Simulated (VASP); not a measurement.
# What goes wrong when the modes of C are computed with a bad input

Aim: see how common mistakes in a phonon run show up, on C. The starting structure is a measured crystal structure from the Crystallography Open Database.

Main program and level: VASP 6.6.1; Kohn-Sham DFT with plane waves and PAW; LDA.

The database entry behind the starting cell differs from later determinations by our own check (about 0.1 % long), so it need not match the best structure at ambient conditions.

**1. The structure**

Symmetry: Fd-3m, No. 227, cubic system. Conventional cell: a = 3.572 Å, b = 3.572 Å, c = 3.572 Å, α = 90.00°, β = 90.00°, γ = 90.00°. C has 4 C at 1.55 Å nearest.

Coordinates:

```
C
1.0
     0.00000    1.78581    1.78581
     1.78581    0.00000    1.78581
     1.78581    1.78581    0.00000
C
2
Direct
  0.00000 0.00000 0.00000
  0.25000 0.25000 0.25000
```

**2. Reference modes**

The cell comes from a relaxation at this level, not shown (11.05 Å³).

INCAR reads:

```
SYSTEM = C
PREC = Accurate
ENCUT = 520
EDIFF = 1E-08
NELM = 100
ISMEAR = 0
SIGMA = 0.03
LREAL = .FALSE.
ALGO = Normal
GGA = CA
NBANDS = 10
LORBIT = 11
LWAVE = .FALSE.
LCHARG = .FALSE.
KPAR = 2
IBRION = 8
LEPSILON = .TRUE.
ISIF = 2
```

POSCAR reads:

```
C
1.0
    0.0000000000      1.7677755000      1.7677755000
    1.7677755000      0.0000000000      1.7677755000
    1.7677755000      1.7677755000      0.0000000000
C
2
Direct
    0.0000000000      0.0000000000      0.0000000000
    0.2500000000      0.2500000000      0.2500000000
```

KPOINTS reads:

```
Automatic mesh
0
Gamma
14 14 14
0 0 0
```

The projector-augmented-wave data sets are C (LDA family, release 64).

Started as:

```bash
> mpirun -np 2 vasp_std
```

Log:

```text
[banner, memory and clock lines left out]
running    2 mpi-ranks, on    1 nodes
 distrk:  each k-point on    1 cores,    2 groups
 distr:  one band on    1 cores,    1 groups

 POSCAR found type information on POSCAR C
 POSCAR found :  1 types and       2 ions
 LDA part: xc-table for (Slater(with rela. corr.)+CA(PZ))
 , standard interpolation
 POSCAR, INCAR and KPOINTS ok, starting setup
 FFT: planning ... GRIDC
 FFT: planning ... GRID_SOFT
 FFT: planning ... GRID
 WAVECAR not read
 entering main loop
       N       E                     dE             d eps       ncg     rms          rms(c)
DAV:   1    -0.228501786325E+01   -0.22850E+01   -0.48131E+03  2144   0.786E+02
DAV:   2    -0.207648021208E+02   -0.18480E+02   -0.17802E+02  2782   0.125E+02
DAV:   3    -0.211059659860E+02   -0.34116E+00   -0.34051E+00  2426   0.139E+01
DAV:   4    -0.211066484417E+02   -0.68246E-03   -0.68242E-03  2260   0.764E-01
DAV:   5    -0.211066495256E+02   -0.10840E-05   -0.10840E-05  2392   0.282E-02    0.589E+00
DAV:   6    -0.204678984491E+02    0.63875E+00   -0.36670E-01  2168   0.448E+00    0.342E+00
DAV:   7    -0.202456832577E+02    0.22222E+00   -0.43037E-01  2242   0.486E+00    0.757E-01
DAV:   8    -0.202455009405E+02    0.18232E-03   -0.89397E-03  2214   0.851E-01    0.264E-02
DAV:   9    -0.202454889467E+02    0.11994E-04   -0.33328E-05  2382   0.484E-02    0.194E-02
DAV:  10    -0.202454903715E+02   -0.14248E-05   -0.17350E-06  2264   0.118E-02    0.448E-03
DAV:  11    -0.202454903156E+02    0.55900E-07   -0.57225E-08  2366   0.197E-03    0.700E-04
DAV:  12    -0.202454903077E+02    0.78868E-08   -0.11995E-09  1256   0.346E-04
   1 F= -.20245490E+02 E0= -.20245490E+02  d E =-.249774E-14
 Linear response reoptimize wavefunctions to high precision
DAV:   1    -0.202454903061E+02    0.15977E-08   -0.72244E-11  1350   0.904E-05
DAV:   2    -0.202454903061E+02   -0.15802E-10   -0.30442E-12  1088   0.178E-05
 Linear response G [H, r] |phi>, progress :
  Direction:   1
       N       E                     dE             d eps       ncg     rms
RMM:   1    -0.325284504245E+02   -0.32528E+02   -0.57236E+00  4830   0.433E+01
RMM:   2    -0.323637769240E+02    0.16467E+00   -0.10094E+00  3300   0.857E+00
RMM:   3    -0.323718420065E+02   -0.80651E-02   -0.36242E-03  3486   0.507E-01
RMM:   4    -0.323718891500E+02   -0.47143E-04   -0.28141E-05  3664   0.399E-02
RMM:   5    -0.323718897205E+02   -0.57048E-06   -0.29041E-07  3609   0.382E-03
RMM:   6    -0.323718897399E+02   -0.19397E-07   -0.88003E-08  3361   0.520E-04
RMM:   7    -0.323718897361E+02    0.37873E-08   -0.57958E-08  2738   0.202E-04
 Linear response G [H, r] |phi>, progress :
  Direction:   2
       N       E                     dE             d eps       ncg     rms
RMM:   1    -0.355487712371E+02   -0.35549E+02   -0.53553E+01  4830   0.415E+01
RMM:   2    -0.329245096956E+02    0.26243E+01   -0.68809E-01  3296   0.738E+00
RMM:   3    -0.329275537567E+02   -0.30441E-02   -0.28455E-03  3468   0.426E-01
RMM:   4    -0.329275553488E+02   -0.15921E-05   -0.22510E-05  3693   0.352E-02
RMM:   5    -0.329275553627E+02   -0.13876E-07   -0.18300E-07  3633   0.311E-03
RMM:   6    -0.329275553671E+02   -0.43821E-08   -0.24521E-08  3398   0.437E-04
 Linear response G [H, r] |phi>, progress :
  Direction:   3
       N       E                     dE             d eps       ncg     rms
RMM:   1    -0.226140022286E+02   -0.22614E+02    0.41733E+01  4613   0.403E+01
RMM:   2    -0.224114981047E+02    0.20250E+00   -0.93864E-01  3251   0.784E+00
RMM:   3    -0.224131304725E+02   -0.16324E-02   -0.62399E-03  3494   0.477E-01
RMM:   4    -0.224130236354E+02    0.10684E-03   -0.83481E-05  3590   0.391E-02
RMM:   5    -0.224130206395E+02    0.29960E-05   -0.34371E-06  3508   0.380E-03
RMM:   6    -0.224130203873E+02    0.25219E-06   -0.32195E-07  3193   0.520E-04
RMM:   7    -0.224130203606E+02    0.26638E-07    0.65394E-08  2502   0.194E-04
RMM:   8    -0.224130203547E+02    0.58810E-08    0.68074E-07  2300   0.165E-04
RMM:   9    -0.224130203539E+02    0.80311E-09   -0.41965E-08  2096   0.164E-04
 Linear response to external field (no local field effect), progress :
  Direction:   1
       N       E                     dE             d eps       ncg     rms          rms(c)
RMM:   1    -0.178049142007E+00   -0.17805E+00   -0.65035E-01  4612   0.225E+00
RMM:   2    -0.182191249840E+00   -0.41421E-02   -0.10476E-03  3327   0.270E-01
RMM:   3    -0.182195537209E+00   -0.42874E-05   -0.30929E-06  3359   0.112E-02
RMM:   4    -0.182195555186E+00   -0.17978E-07   -0.12549E-08  3303   0.758E-04
RMM:   5    -0.182195555252E+00   -0.65578E-10   -0.14375E-10  2443   0.517E-05
 change of polarisation eV/A/(eV/A) component  1 :     0.364     0.162     0.047
 dielectric tensor                  component  1 :     6.968     2.657     0.769
 Linear response to external field (no local field effect), progress :
  Direction:   2
       N       E                     dE             d eps       ncg     rms          rms(c)
RMM:   1    -0.174759618078E+00   -0.17476E+00   -0.62081E-01  4601   0.227E+00
RMM:   2    -0.178771569599E+00   -0.40120E-02   -0.10120E-03  3342   0.272E-01
RMM:   3    -0.178775624661E+00   -0.40551E-05   -0.31711E-06  3374   0.112E-02
RMM:   4    -0.178775644394E+00   -0.19733E-07   -0.13276E-08  3341   0.806E-04
RMM:   5    -0.178775644465E+00   -0.71014E-10   -0.24044E-10  2471   0.528E-05
 change of polarisation eV/A/(eV/A) component  2 :     0.162     0.358    -0.062
 dielectric tensor                  component  2 :     2.657     6.856    -1.011
 Linear response to external field (no local field effect), progress :
  Direction:   3
       N       E                     dE             d eps       ncg     rms          rms(c)
RMM:   1    -0.893571936570E-01   -0.89357E-01   -0.31630E-01  4541   0.168E+00
RMM:   2    -0.916562833245E-01   -0.22991E-02   -0.51808E-04  3290   0.189E-01
RMM:   3    -0.916583413875E-01   -0.20581E-05   -0.15154E-06  3351   0.825E-03
RMM:   4    -0.916583496317E-01   -0.82441E-08   -0.55508E-09  3275   0.581E-04
 change of polarisation eV/A/(eV/A) component  3 :     0.047    -0.062     0.183
 dielectric tensor                  component  3 :     0.769    -1.011     4.002
 Linear response to external field, progress :
  Direction:   1
       N       E                     dE             d eps       ncg     rms          rms(c)
RMM:   1    -0.147403638547E+00   -0.14740E+00   -0.52930E-01 10780   0.207E+00
RMM:   2    -0.150873039636E+00   -0.34694E-02   -0.85832E-04  7742   0.243E-01    0.692E-01
RMM:   3    -0.148620270833E+00    0.22528E-02   -0.74223E-04  7736   0.210E-01    0.403E-01
RMM:   4    -0.153487076481E+00   -0.48668E-02   -0.10894E-03  7742   0.256E-01    0.326E-02
RMM:   5    -0.153884547705E+00   -0.39747E-03   -0.11582E-05  7949   0.267E-02    0.280E-03
RMM:   6    -0.153898376308E+00   -0.13829E-04   -0.35237E-08  8191   0.167E-03    0.151E-03
RMM:   7    -0.153901719515E+00   -0.33432E-05   -0.55724E-09  8171   0.713E-04    0.102E-04
RMM:   8    -0.153902288021E+00   -0.56851E-06   -0.89943E-11  6604   0.645E-05    0.257E-05
RMM:   9    -0.153902172401E+00    0.11562E-06   -0.25366E-11  3587   0.226E-05    0.215E-06
 change of polarisation eV/A/(eV/A) component  1 :     0.291     0.089     0.033
 dielectric tensor                  component  1 :     5.766     1.452     0.548
 Linear response to external field, progress :
  Direction:   2
       N       E                     dE             d eps       ncg     rms          rms(c)
RMM:   1    -0.147381207569E+00   -0.14738E+00   -0.52908E-01 10792   0.207E+00
RMM:   2    -0.150873046153E+00   -0.34918E-02   -0.85913E-04  7743   0.244E-01    0.692E-01
RMM:   3    -0.148621272195E+00    0.22518E-02   -0.74210E-04  7737   0.210E-01    0.403E-01
RMM:   4    -0.153487244382E+00   -0.48660E-02   -0.10890E-03  7745   0.256E-01    0.326E-02
RMM:   5    -0.153884446610E+00   -0.39720E-03   -0.11579E-05  7942   0.267E-02    0.280E-03
RMM:   6    -0.153898393526E+00   -0.13947E-04   -0.34988E-08  8187   0.167E-03    0.151E-03
RMM:   7    -0.153901722762E+00   -0.33292E-05   -0.56463E-09  8177   0.712E-04    0.102E-04
RMM:   8    -0.153902300418E+00   -0.57766E-06   -0.15665E-10  6581   0.645E-05    0.257E-05
RMM:   9    -0.153902181580E+00    0.11884E-06   -0.87247E-11  3615   0.229E-05    0.215E-06
 change of polarisation eV/A/(eV/A) component  2 :     0.072     0.291     0.004
 dielectric tensor                  component  2 :     1.185     5.766     0.074
 Linear response to external field, progress :
  Direction:   3
       N       E                     dE             d eps       ncg     rms          rms(c)
RMM:   1    -0.147381113532E+00   -0.14738E+00   -0.52908E-01 10792   0.207E+00
RMM:   2    -0.150873020941E+00   -0.34919E-02   -0.86022E-04  7745   0.244E-01    0.692E-01
RMM:   3    -0.148621268756E+00    0.22518E-02   -0.74405E-04  7735   0.210E-01    0.403E-01
RMM:   4    -0.153487123568E+00   -0.48659E-02   -0.10911E-03  7745   0.256E-01    0.326E-02
RMM:   5    -0.153884465314E+00   -0.39734E-03   -0.11584E-05  7945   0.267E-02    0.280E-03
RMM:   6    -0.153898392796E+00   -0.13927E-04   -0.35394E-08  8189   0.167E-03    0.151E-03
RMM:   7    -0.153901726973E+00   -0.33342E-05   -0.56705E-09  8177   0.713E-04    0.103E-04
RMM:   8    -0.153902298795E+00   -0.57182E-06   -0.15832E-10  6599   0.652E-05    0.257E-05
RMM:   9    -0.153902183665E+00    0.11513E-06   -0.88078E-11  3578   0.228E-05    0.214E-06
 change of polarisation eV/A/(eV/A) component  3 :     0.015     0.059     0.291
 dielectric tensor                  component  3 :     0.245     0.971     5.766
 Linear response DOF=           1
 Linear response progress:
  Degree of freedom:   1/  1
       N       E                     dE             d eps       ncg     rms          rms(c)
RMM:   1    -0.119714819991E+00   -0.11971E+00   -0.18919E-02 20483   0.207E+00
RMM:   2    -0.110538208151E+00    0.91766E-02   -0.33433E-03 13035   0.397E-01    0.189E-01
RMM:   3    -0.110610046655E+00   -0.71839E-04   -0.33502E-04 12857   0.112E-01    0.103E-01
RMM:   4    -0.111398538921E+00   -0.78849E-03   -0.34054E-04 12739   0.116E-01    0.133E-02
RMM:   5    -0.111346388718E+00    0.52150E-04   -0.19826E-05 13884   0.139E-02    0.101E-03
RMM:   6    -0.111344777269E+00    0.16114E-05   -0.18514E-06 13886   0.818E-04    0.449E-04
RMM:   7    -0.111341998020E+00    0.27792E-05   -0.27177E-07 14234   0.357E-04    0.664E-05
RMM:   8    -0.111341953086E+00    0.44934E-07    0.32839E-09 14216   0.516E-05    0.101E-05
RMM:   9    -0.111341826244E+00    0.12684E-06    0.11103E-08 14813   0.251E-05    0.149E-06
RMM:  10    -0.111341827204E+00   -0.96000E-09   -0.14539E-08 11945   0.132E-05    0.139E-07
 first order change of Fermi-energy   0.46779E-04
 force on displaced ion       1 direction 1 : -38.582   0.000   0.000
 Born effective charge ion    1 direction 1 :   0.000   0.000   0.000
 Born effective charges drift removed
 Linear response finished
```

Wall time 40 s (2 MPI ranks of Intel Xeon Platinum 8488C (Sapphire Rapids), shared host); peak memory 0.41 GiB; 76 s of CPU time.

Lines that name or quote the potential files are left out of all logs, and their timing lines are given in words.

Parts of OUTCAR (step 2):

```text
ion  position               nearest neighbor table
   1  0.000  0.000  0.000-   2 1.53   2 1.53   2 1.53   2 1.53
   2  0.250  0.250  0.250-   1 1.53   1 1.53   1 1.53   1 1.53

  LATTYP: Found a face centered cubic cell.
 ALAT       =     3.5355510000

 Subroutine GETGRP returns: Found 48 space group operations
 (whereof 24 operations were pure point group operations)

The static configuration has the point symmetry T_d .
 The point group associated with its full space group is O_h .

 Found    104 irreducible k-points:

   k-points           NKPTS =    104   k-points in BZ     NKDIM =    104   number of bands    NBANDS=     10

   dimension x,y,z NGX =    20 NGY =   20 NGZ =   20
   dimension x,y,z NGXF=    40 NGYF=   40 NGZF=   40

   ENCUT  =  520.0 eV  38.22 Ry    6.18 a.u.   4.65  4.65  4.65*2*pi/ulx,y,z

   NELECT =       8.0000    total number of electrons

 k-points in reciprocal lattice and weights: Automatic mesh
   0.00000000  0.00000000  0.00000000       0.000
   0.07142857  0.00000000  0.00000000       0.003
   0.14285714  0.00000000  0.00000000       0.003
   0.21428571  0.00000000  0.00000000       0.003
   0.28571429  0.00000000  0.00000000       0.003
   0.35714286  0.00000000  0.00000000       0.003
   0.42857143  0.00000000  0.00000000       0.003
   0.50000000  0.00000000  0.00000000       0.001
   0.07142857  0.07142857  0.00000000       0.002
[...]
-0.28571429  0.42857143  0.21428571       0.009
  -0.28571429  0.50000000  0.21428571       0.004

 average (electrostatic) potential at core
       1 -49.1162       2 -49.1162

  Total        0.0070181      0.0070181      0.0070181     -0.0000000     -0.0000000      0.0000000
  in kB        1.0176948      1.0176948      1.0176948     -0.0000000     -0.0000000      0.0000000
  external PRESSURE =       1.0176948 kB  Pullay stress =       0.0000000 kB

  energy-cutoff  :      520.00
  volume of cell :       11.05
      direct lattice vectors                 reciprocal lattice vectors
     0.000000000  1.767775500  1.767775500    -0.282841345  0.282841345  0.282841345
     1.767775500  0.000000000  1.767775500     0.282841345 -0.282841345  0.282841345
     1.767775500  1.767775500  0.000000000     0.282841345  0.282841345 -0.282841345

 POSITION                                       TOTAL-FORCE (eV/Angst)
 -----------------------------------------------------------------------------------
      0.00000      0.00000      0.00000         0.000000      0.000000      0.000000
      0.88389      0.88389      0.88389        -0.000000     -0.000000     -0.000000
 -----------------------------------------------------------------------------------
    total drift:                                0.000000      0.000000      0.000000

 MACROSCOPIC STATIC DIELECTRIC TENSOR (including local field effects in DFT)
 ------------------------------------------------------
           5.765878    -0.000000     0.000000
           0.000000     5.765878     0.000000
          -0.000000    -0.000000     5.765878
 ------------------------------------------------------

 PIEZOELECTRIC TENSOR (including local field effects)  for field in x, y, z        (C/m^2)
          XX          YY          ZZ          XY          YZ          ZX
  --------------------------------------------------------------------------------
  x    -0.00000     0.00000    -0.00000    -0.00000     0.00000     0.00000
  y    -0.00000    -0.00000    -0.00000     0.00000    -0.00000     0.00000
  z     0.00000     0.00000     0.00000     0.00000     0.00000    -0.00000

 BORN EFFECTIVE CHARGES (including local field effects) (in |e|, cummulative output)
 ---------------------------------------------------------------------------------
 ion    1
    1    -0.00000    -0.00000    -0.00000
    2     0.00000    -0.00000    -0.00000
    3     0.00000    -0.00000     0.00000
 ion    2
    1     0.00000     0.00000     0.00000
    2     0.00000     0.00000     0.00000
    3     0.00000     0.00000    -0.00000

 Eigenvectors and eigenvalues of the dynamical matrix
 ----------------------------------------------------

   1 f  =   39.624955 THz   248.970932 2PiTHz 1321.746211 cm-1   163.875571 meV
             X         Y         Z           dx          dy          dz
      0.000000  0.000000  0.000000     0.000000   -0.707107    0.000000
      0.883888  0.883888  0.883888     0.000000    0.707107    0.000000

   2 f  =   39.624955 THz   248.970932 2PiTHz 1321.746211 cm-1   163.875571 meV
             X         Y         Z           dx          dy          dz
      0.000000  0.000000  0.000000    -0.707107    0.000000    0.000000
      0.883888  0.883888  0.883888     0.707107    0.000000    0.000000

   3 f  =   39.624955 THz   248.970932 2PiTHz 1321.746211 cm-1   163.875571 meV
             X         Y         Z           dx          dy          dz
      0.000000  0.000000  0.000000     0.000000    0.000000   -0.707107
      0.883888  0.883888  0.883888     0.000000    0.000000    0.707107

   4 f  =    0.000000 THz     0.000000 2PiTHz    0.000000 cm-1     0.000000 meV
             X         Y         Z           dx          dy          dz
      0.000000  0.000000  0.000000     0.707107    0.000000    0.000000
      0.883888  0.883888  0.883888     0.707107    0.000000    0.000000

   5 f  =    0.000000 THz     0.000000 2PiTHz    0.000000 cm-1     0.000000 meV
             X         Y         Z           dx          dy          dz
      0.000000  0.000000  0.000000     0.000000    0.707107    0.000000
      0.883888  0.883888  0.883888     0.000000    0.707107    0.000000

   6 f  =    0.000000 THz     0.000000 2PiTHz    0.000000 cm-1     0.000000 meV
             X         Y         Z           dx          dy          dz
      0.000000  0.000000  0.000000     0.000000    0.000000    0.707107
      0.883888  0.883888  0.883888     0.000000    0.000000    0.707107

 MACROSCOPIC STATIC DIELECTRIC TENSOR IONIC CONTRIBUTION
 ------------------------------------------------------
           0.000000     0.000000    -0.000000
           0.000000     0.000000    -0.000000
          -0.000000    -0.000000     0.000000
 ------------------------------------------------------

 ELASTIC MODULI CONTR FROM IONIC RELAXATION (kBar)
 Direction    XX          YY          ZZ          XY          YZ          ZX
 --------------------------------------------------------------------------------
 XX          -0.0000     -0.0000      0.0000      0.0000     -0.0000     -0.0000
 YY          -0.0000     -0.0000     -0.0000      0.0000      0.0000     -0.0000
 ZZ           0.0000     -0.0000     -0.0000     -0.0000      0.0000     -0.0000
 XY           0.0000      0.0000     -0.0000    -63.5735      0.0000      0.0000
 YZ          -0.0000      0.0000      0.0000      0.0000    -63.5735      0.0000
 ZX          -0.0000     -0.0000     -0.0000      0.0000      0.0000    -63.5735
 --------------------------------------------------------------------------------

 PIEZOELECTRIC TENSOR IONIC CONTR  for field in x, y, z        (C/m^2)
          XX          YY          ZZ          XY          YZ          ZX
  --------------------------------------------------------------------------------
  x    -0.00000     0.00000     0.00000    -0.00000    -0.00000    -0.00000
  y    -0.00000    -0.00000    -0.00000    -0.00000     0.00000    -0.00000
  z    -0.00000    -0.00000     0.00000     0.00000     0.00000    -0.00000
```

Energies printed during the response cycles are not total energies of the cell.

Reference: the zone-centre mode is T2g 1321.7 cm⁻¹.

[end of part 1 of 2]

[Lines on the potential files, build, host, timing and source positions are cut from VASP's logs without a mark.]

[Logs are printed without paths, hosts, clocks, repeated set-up lines and the standing remarks that a program may print on its own settings, such as how far it seeks lower states.]

[Hosts, paths, dates, database ids (printed as entryN), source tags and the programs' standing remarks are cut or masked in the printed files.]
